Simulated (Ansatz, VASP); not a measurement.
**One calculation of Li2H, two programs**

Contents of INCAR:

```
PREC     = Accurate       # precision mode
ENCUT    = 520            # plane-wave cutoff, eV
EDIFF    = 1E-6           # SCF threshold, eV
ISMEAR   = 0              # smearing method
SIGMA    = 0.1            # smearing width, eV
LREAL    = F              # projectors in reciprocal space
LASPH    = T              # aspherical terms in the spheres
NELM     = 80             # most SCF steps
ALGO     = Normal         # electronic algorithm
ISIF     = 2              # what is computed and relaxed
LWAVE    = F              # write WAVECAR
LCHARG   = T              # write CHGCAR
GGA      = PE             # functional
LELF     = T              # ELF
LVHAR    = T            
NBANDS   = 16             # bands
```

Contents of KPOINTS:

```
regular mesh
0
Gamma
  6 6 4
```

File POSCAR:

```
Li2H
1.0
    3.1939784800      0.0000000000      0.0000000000
    0.0000000000      3.1939784800      0.0000000000
    0.0000000000      0.0000000000      5.3201900300
Li H
4 2
Direct
    0.0000000000      0.0000000000      0.0000000000
    0.5000000000      0.5000000000      0.0000000000
    0.5000000000      0.0000000000      0.6700000200
    0.0000000000      0.5000000000      0.3299999800
    0.5000000000      0.0000000000      0.2649999900
    0.0000000000      0.5000000000      0.7350000100
```

Input for Ansatz:

```yaml
crystal:
  lattice:
    - [3.19397848, 0.0, 0.0]
    - [0.0, 3.19397848, 0.0]
    - [0.0, 0.0, 5.32019003]
  atoms:
    - { symbol: Li, position: [0.0, 0.0, 0.0] }
    - { symbol: Li, position: [0.5, 0.5, 0.0] }
    - { symbol: Li, position: [0.5, 0.0, 0.67000002] }
    - { symbol: Li, position: [0.0, 0.5, 0.32999998] }
    - { symbol: H, position: [0.5, 0.0, 0.26499999] }
    - { symbol: H, position: [0.0, 0.5, 0.73500001] }
basis:
  ecutwfc: 420
kpoints:
  mp_grid: { grid: [6, 6, 4] }
hamiltonian:
  xc: pbe
scf:
  occupations: { method: gaussian, width: 0.1 }
  lower_state_search: "off"
output:
  forces: true
  stress: true
  eigenvalues: true
```

Change from the starting cell: species swapped into the Mn2As type (P4/nmm, No. 129).

Alike in both runs: task single point; functional PBE; k mesh 6 × 6 × 4; occupations gaussian, width 0.1 eV; no spin polarisation.

```csv
,VASP,Ansatz
version,VASP 6.6.1,Ansatz 0.2.0
potentials or method,"VASP PAW PBE potentials, release 64 (Li_sv, H)","scalar-relativistic, plane waves, PAW"
plane-wave cutoff (eV),520,420
valence electrons in the cell,14,14
```

|  | VASP | Ansatz | Ansatz less VASP |
| --- | --- | --- | --- |
| gap on the k mesh at the Fermi level (eV) | none | none | - |
| rms of the force components (eV/Å) | 0.634 | 0.631 | -0.0032 |

Atom by atom the forces differ by 0.003 eV/Å (rms over components). A gap of «none» marks a metal or a gap that the smearing closes. The functional is the same, so the differences come from potentials, cutoffs and numerics.

Caveats: forces of over 1 eV/Å show positions far from the minimum, so gaps and moduli don't describe the material at rest.
